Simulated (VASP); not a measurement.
# NaCl (I4/mmm) in VASP: a series of runs

The runs below take NaCl through single point, with LDA.

Everything below comes from runs of VASP 6.6.1. Logs are shortened: lines on timing, memory, paths and dates and some standing lists are left out, and cuts for length are marked.

### Step 1. The crystal as given

The structure is tetragonal, space group I4/mmm (No. 139). The conventional cell has a = 3.899 Å, b = 3.899 Å, c = 5.445 Å, α = 90.00°, β = 90.00°, γ = 90.00°. Na (site symmetry 4/mmm) is surrounded by 6 Cl at 2.72 to 2.76 Å. Cl (site symmetry 4/mmm) has 6 Na at 2.72 to 2.76 Å as nearest neighbours.

The cell was built by a generator and isn't the measured one.

### Step 2. Single point, LDA

INCAR reads:

```
ALGO     = Normal         # electronic algorithm
EDIFF    = 1E-6           # SCF threshold, eV
ENCUT    = 520            # plane-wave cutoff, eV
GGA      = CA             # functional
ISIF     = 2              # what is computed and relaxed
ISMEAR   = 0              # smearing method
LASPH    = T              # aspherical terms in the spheres
LCHARG   = F              # write CHGCAR
LREAL    = F              # projectors in reciprocal space
LWAVE    = F              # write WAVECAR
NBANDS   = 22             # bands
NELM     = 100            # most SCF steps
PREC     = Accurate       # precision mode
SIGMA    = 0.02           # smearing width, eV
```

KPOINTS reads:

```
k-points
0
Gamma
  6 6 4
```

POSCAR reads:

```
NaCl
1.0
    3.8990893795      0.0000000000      0.0000000000
    0.0000000000      3.8990893795      0.0000000000
    0.0000000000      0.0000000000      5.4447594614
Na Cl
2 2
Direct
    0.0000000000      0.0000000000      0.0000000000
    0.5000000000      0.5000000000      0.5000000000
    0.5000000000      0.5000000000      0.0000000000
    0.0000000000      0.0000000000      0.5000000000
```

Potentials or basis: VASP PAW LDA potentials, release 64 (Na_pv, Cl).

On the command line:

```sh
$ cat potpaw_LDA.64/Na_pv/POTCAR potpaw_LDA.64/Cl/POTCAR > POTCAR
$ mpirun -np 1 vasp_std > vasp.out
```

OUTCAR:

```text
EDIFF = 1E-6
   ENCUT = 520
   GGA = CA
   ISIF = 2
   ISMEAR = 0
   LASPH = T
   LREAL = F
   NELM = 100
   PREC = Accurate

 ion  position               nearest neighbor table
   1  0.000  0.000  0.000-   4 2.72   4 2.72
   2  0.500  0.500  0.500-   3 2.72   3 2.72
   3  0.500  0.500  0.000-   2 2.72   2 2.72
   4  0.000  0.000  0.500-   1 2.72   1 2.72

  LATTYP: Found a simple tetragonal cell.
 ALAT       =     3.8990893795
 C/A-ratio  =     1.3964182227

  Lattice vectors:

 A1 = (   3.8990893795,   0.0000000000,   0.0000000000)
 A2 = (   0.0000000000,   3.8990893795,   0.0000000000)
 A3 = (   0.0000000000,   0.0000000000,   5.4447594614)

Analysis of symmetry for initial positions (statically):
=====================================================================
 Subroutine PRICEL returns following result:

  LATTYP: Found a body centered tetragonal cell.
 ALAT       =     3.8990893795
 C/A-ratio  =     1.3964182227

  Lattice vectors:

 A1 = (  -1.9495446897,  -1.9495446897,  -2.7223797307)
 A2 = (   1.9495446897,   1.9495446897,  -2.7223797307)
 A3 = (   1.9495446897,  -1.9495446897,   2.7223797307)

   2 primitive cells build up your supercell.

 Routine SETGRP: Setting up the symmetry group for a
 simple tetragonal supercell.

 Subroutine GETGRP returns: Found 16 space group operations
 (whereof 16 operations were pure point group operations)
 out of a pool of 16 trial point group operations.

The static configuration has the point symmetry D_4h.

Analysis of symmetry for dynamics (positions and initial velocities):
=====================================================================
 Subroutine PRICEL returns following result:

  LATTYP: Found a body centered tetragonal cell.
 ALAT       =     3.8990893795
 C/A-ratio  =     1.3964182227

  Lattice vectors:

 A1 = (  -1.9495446897,  -1.9495446897,  -2.7223797307)
 A2 = (   1.9495446897,   1.9495446897,  -2.7223797307)
 A3 = (   1.9495446897,  -1.9495446897,   2.7223797307)

   2 primitive cells build up your supercell.

 Routine SETGRP: Setting up the symmetry group for a
 simple tetragonal supercell.

 Subroutine GETGRP returns: Found 16 space group operations
 (whereof 16 operations were pure point group operations)
 out of a pool of 16 trial point group operations.

The dynamic configuration has the point symmetry D_4h.

 Subroutine INISYM returns: Found 16 space group operations
 (whereof 16 operations are pure point group operations),
 and found     2 'primitive' translations

----------------------------------------------------------------------------------------

                                     Primitive cell

  volume of cell :      41.3881

  direct lattice vectors                    reciprocal lattice vectors
    -1.949544690 -1.949544690 -2.722379731     0.000000000 -0.256470140 -0.183662843
     1.949544690  1.949544690 -2.722379731     0.256470140  0.000000000 -0.183662843
     1.949544690 -1.949544690  2.722379731     0.256470140 -0.256470140  0.000000000

  length of vectors
     3.874635517  3.874635517  3.874635517     0.315450428  0.315450428  0.362703551

  position of ions in fractional coordinates (direct lattice)
     0.000000000  0.000000000  0.000000000
     0.500000000  0.500000000  0.000000000

  ion indices of the primitive-cell ions
   primitive index   ion index
                 1           1
                 2           4

----------------------------------------------------------------------------------------

 KPOINTS: k-points

Automatic generation of k-mesh.
 Grid dimensions read from file:
 generate k-points for:    6    6    4

 Generating k-lattice:

  Cartesian coordinates                     Fractional coordinates (reciprocal lattice)
     0.042745023  0.000000000  0.000000000     0.166666667  0.000000000  0.000000000
     0.000000000  0.042745023  0.000000000     0.000000000  0.166666667  0.000000000
     0.000000000  0.000000000  0.045915711     0.000000000  0.000000000  0.250000000

  Length of vectors
     0.042745023  0.042745023  0.045915711

  Shift w.r.t. Gamma in fractional coordinates (k-lattice)
     0.000000000  0.000000000  0.000000000

 Subroutine IBZKPT returns following result:
 ===========================================

 Found     30 irreducible k-points:

 Following reciprocal coordinates:
            Coordinates               Weight
  0.000000  0.000000  0.000000      1.000000
  0.166667  0.000000  0.000000      4.000000
  0.333333  0.000000  0.000000      4.000000
  0.500000  0.000000  0.000000      2.000000
  0.166667  0.166667  0.000000      4.000000
  0.333333  0.166667  0.000000      8.000000
[... 16 lines left out ...]
  0.333333  0.000000  0.500000      4.000000
  0.500000  0.000000  0.500000      2.000000
 [... further k-points ...]
   k-points           NKPTS =     30   k-points in BZ     NKDIM =     30   number of bands    NBANDS=     22
   number of dos      NEDOS =    301   number of ions     NIONS =      4
   total plane-waves  NPLWV =  36000
   dimension x,y,z NGX =    30 NGY =   30 NGZ =   40
   dimension x,y,z NGXF=    60 NGYF=   60 NGZF=   80
   ions per type =               2   2
   NGX,Y,Z   is equivalent  to a cutoff of  12.79, 12.79, 12.21 a.u.
   NGXF,Y,Z  is equivalent  to a cutoff of  25.58, 25.58, 24.43 a.u.
 SYSTEM =  unknown system
   PREC   = accura    normal or accurate (medium, high low for compatibility)
   ISTART =      0    job   : 0-new  1-cont  2-samecut
   ICHARG =      2    charge: 1-file 2-atom 10-const
   ISPIN  =      1    spin polarized calculation?
   LNONCOLLINEAR =      F non collinear calculations
   LSORBIT =      F    spin-orbit coupling
   LASPH  =      T    aspherical Exc in radial PAW
   ENCUT  =  520.0 eV  38.22 Ry    6.18 a.u.   7.25  7.25 10.12*2*pi/ulx,y,z
   NELM   =    100;   NELMIN=  2; NELMDL= -5     # of ELM steps
   EDIFF  = 0.1E-05   stopping-criterion for ELM
   LREAL  =      F    real-space projection
   EDIFFG = 0.1E-04   stopping-criterion for IOM
   NSW    =      0    number of steps for IOM
   IBRION =     -1    ionic relax: 0-MD 1-quasi-New 2-CG
   NFREE  =      0    steps in history (QN), initial steepest desc. (CG)
   ISIF   =      2    stress and relaxation
   ISYM   =      2    0-nonsym 1-usesym 2-fastsym
   POTIM  = 0.5000    time-step for ionic-motion
   TEBEG  =    0.0;   TEEND  =   0.0 temperature during run
   PSTRESS=    0.0 pullay stress
   NELECT =      28.0000    total number of electrons
   NUPDOWN=      -1.0000    fix difference up-down
   EMIN   =  10.00;   EMAX   =-10.00  energy-range for DOS
   EFERMI =   0.00;   METHOD = LEGACY
   ISMEAR =     0;   SIGMA  =   0.02  broadening in eV -4-tet -1-fermi 0-gaus
   EFERMI_NEDOS =   21; number of points for ismear=-14 and -15
   IALGO  =     38    algorithm
   IMIX   =      4    mixing-type and parameters
     AMIX     =   0.40;   BMIX     =  1.00
     AMIX_MAG =   1.60;   BMIX_MAG =  1.00
  volume/ion in A,a.u.               =      20.69       139.65
  Fermi-wavevector in a.u.,A,eV,Ry     =   1.140668  2.155549 17.702851  1.301123
  Thomas-Fermi vector in A             =   2.277369
   LORBIT       =      0    0 simple, 1 ext, 2 COOP (PROOUT), +10 PAW based schemes
   GGA     = CA    functional components
   LHFCALC =     F    Hartree Fock is set to
   AEXX    =    0.0000 exact exchange contribution
   IVDW    =     0    specifies the selected vdW correction
   LEPSILON=     F    determine dielectric tensor
   LRPA    =     F    only Hartree local field effects (RPA)
 non-spin polarized calculation
 Gauss-broadening in eV      SIGMA  =   0.02
  energy-cutoff  :      520.00
  volume of cell :       82.78
 maximum number of plane-waves:      2249
 NGX is ok and might be reduce to    30
   NGX = 15   NGY = 15   NGZ = 21

 number of electron      28.0000018 magnetization

 Free energy of the ion-electron system (eV)
  ---------------------------------------------------
  ext. energy  EPLUGINS =         0.00000000
  ---------------------------------------------------
  free energy    TOTEN  =       -14.77555185 eV

  energy without entropy =      -14.77555185  energy(sigma->0) =      -14.77555185

 E-fermi :  -0.2790     XC(G=0):  -9.0729

 val. band max:       -0.4507807694   @ k =   0.0000   0.0000   0.0000
 cond. band min:       4.5644025738   @ k =   0.0000   0.0000   0.0000
 fundamental gap:      5.0151833433
 Fermi energy:        -0.2790152785

 k-point     1 :       0.0000    0.0000    0.0000
  band No.  band energies     occupation
      1     -21.1320      2.00000
      2     -21.1139      2.00000
      3     -21.1139      2.00000
      4     -21.1012      2.00000
      5     -21.1012      2.00000
      6     -21.1012      2.00000
[... 14 lines left out ...]
     21      11.1429      0.00000
     22      12.7194      0.00000

 k-point     2 :       0.1667    0.0000    0.0000
  band No.  band energies     occupation
      1     -21.1296      2.00000
      2     -21.1190      2.00000
      3     -21.1124      2.00000
      4     -21.1082      2.00000
      5     -21.1028      2.00000
      6     -21.1014      2.00000
[... 14 lines left out ...]
     21      10.8053      0.00000
     22      12.1552      0.00000

 k-point     3 :       0.3333    0.0000    0.0000
  band No.  band energies     occupation
      1     -21.1286      2.00000
      2     -21.1231      2.00000
      3     -21.1226      2.00000
      4     -21.1087      2.00000
      5     -21.1077      2.00000
      6     -21.1023      2.00000
[... 14 lines left out ...]
     21      11.4360      0.00000
     22      11.4653      0.00000
[... 476 lines left out ...]
 k-point    23 :       0.3333    0.0000    0.5000
  band No.  band energies     occupation
      1     -21.1405      2.00000
      2     -21.1405      2.00000
      3     -21.1055      2.00000
      4     -21.1055      2.00000
      5     -21.1045      2.00000
      6     -21.1045      2.00000
[... 14 lines left out ...]
     21      10.6355      0.00000
     22      10.6355      0.00000

 k-point    24 :       0.5000    0.0000    0.5000
  band No.  band energies     occupation
      1     -21.1466      2.00000
      2     -21.1466      2.00000
      3     -21.1048      2.00000
      4     -21.1048      2.00000
      5     -21.1039      2.00000
      6     -21.1039      2.00000
[... 14 lines left out ...]
     21      10.4828      0.00000
     22      10.4828      0.00000

 [... further k-points ...]

------------------------ aborting loop because EDIFF is reached ----------------------------------------

  FORCE on cell =-STRESS in cart. coord.  units (eV):
  Direction    XX          YY          ZZ          XY          YZ          ZX
  --------------------------------------------------------------------------------------
  -------------------------------------------------------------------------------------
  Total       -0.3487857     -0.3487857      0.0090954      0.0000000      0.0000000      0.0000000
  in kB       -6.7509398     -6.7509398      0.1760461      0.0000000      0.0000000      0.0000000
  external PRESSURE =      -4.4419445 kB  Pullay stress =       0.0000000 kB

 VOLUME and BASIS-vectors are now :
 -----------------------------------------------------------------------------
  energy-cutoff  :      520.00
  volume of cell :       82.78
      direct lattice vectors                 reciprocal lattice vectors
     3.899089379  0.000000000  0.000000000     0.256470140  0.000000000  0.000000000
     0.000000000  3.899089379  0.000000000     0.000000000  0.256470140  0.000000000
     0.000000000  0.000000000  5.444759461     0.000000000  0.000000000  0.183662843

 POSITION                                       TOTAL-FORCE (eV/Angst)
 -----------------------------------------------------------------------------------
      0.00000      0.00000      0.00000        -0.000000     -0.000000     -0.000000
      1.94954      1.94954      2.72238         0.000000      0.000000     -0.000000
      1.94954      1.94954      0.00000         0.000000      0.000000      0.000000
      0.00000      0.00000      2.72238        -0.000000     -0.000000      0.000000
 -----------------------------------------------------------------------------------
    total drift:                                0.000000      0.000000      0.000000

  FREE ENERGIE OF THE ION-ELECTRON SYSTEM (eV)
  ---------------------------------------------------
  free  energy   TOTEN  =       -14.7755518494 eV

  energy  without entropy=      -14.7755518494  energy(sigma->0) =      -14.77555185
```

It took 14 s on 1 thread of Intel Xeon 6975P-C (Granite Rapids), shared host; peak memory 0.17 GiB.

Results:

| Quantity | Value |
| --- | --- |
| Free energy | -14.7756 eV |
| Pressure | -0.4 GPa |
| Band gap on the k mesh | 5.02 eV |

Levels at points of the mesh, in eV from the valence-band top:
| k point | band 12 | band 13 | band 14 | band 15 | band 16 | band 17 |
| --- | --- | --- | --- | --- | --- | --- |
| (0.00, 0.00, 0.00) | -0.01 | 0.00 | 0.00 | 5.02 | 7.39 | 7.62 |
| (0.50, 0.00, 0.00) | -0.96 | -0.34 | -0.34 | 8.20 | 8.20 | 9.59 |
| (0.50, 0.50, 0.00) | -0.72 | -0.68 | -0.68 | 7.40 | 7.40 | 7.67 |
| (0.00, 0.00, 0.50) | -0.39 | -0.39 | -0.39 | 7.14 | 7.14 | 8.76 |
| (0.50, 0.00, 0.50) | -0.34 | -0.32 | -0.32 | 7.03 | 7.03 | 10.79 |
| (0.50, 0.50, 0.50) | -1.41 | -0.94 | -0.94 | 8.85 | 8.85 | 9.59 |

(Part 1 of 2 ends here.)
